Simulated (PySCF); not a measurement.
# Ge in PySCF: the effect of relativity

The system is Ge.

```
CELL_PARAMETERS angstrom
0.00000 2.82891 2.82891
2.82891 0.00000 2.82891
2.82891 2.82891 0.00000
ATOMIC_POSITIONS crystal
Ge 0.75000 0.75000 0.75000
Ge 0.50000 0.50000 0.50000
```

Alike in all runs:

* Program: PySCF 2.14.0
* Task: single point
* Functional: LDA
* Potentials or basis: pob-dzvp-rev2 (all-electron)
* k mesh: 2 × 2 × 2
* Occupations: fermi-dirac, width 0.05 eV

Q: One run gave: gap on the mesh 0.11 eV. Which relativity did it use?
A. x2c
B. sfx2c
C. none

A: B.

```csv
relativity,spin,starting moments,gap on the mesh (eV)
none,no spin polarisation,-,0.39
sfx2c,no spin polarisation,-,0.11
x2c,"non-collinear spin, zero start, spin-orbit coupling","[[0.0, 0.0, 0.0], [0.0, 0.0, 0.0]] μB",none
```

Caveats: all runs use coarse meshes; the default atom-centred grid shifts energies of crystals by up to some 10 meV an atom and pressures by some 0.5 GPa; the basis of atomic orbitals isn't converged, which shifts pressures, moduli and gaps; relativity is left out, which matters for the heavier elements (some runs).

A k mesh can miss the band edges.

A gap of «none» marks a metal or a gap under the smearing width.

Not every run made on this cell is shown here.
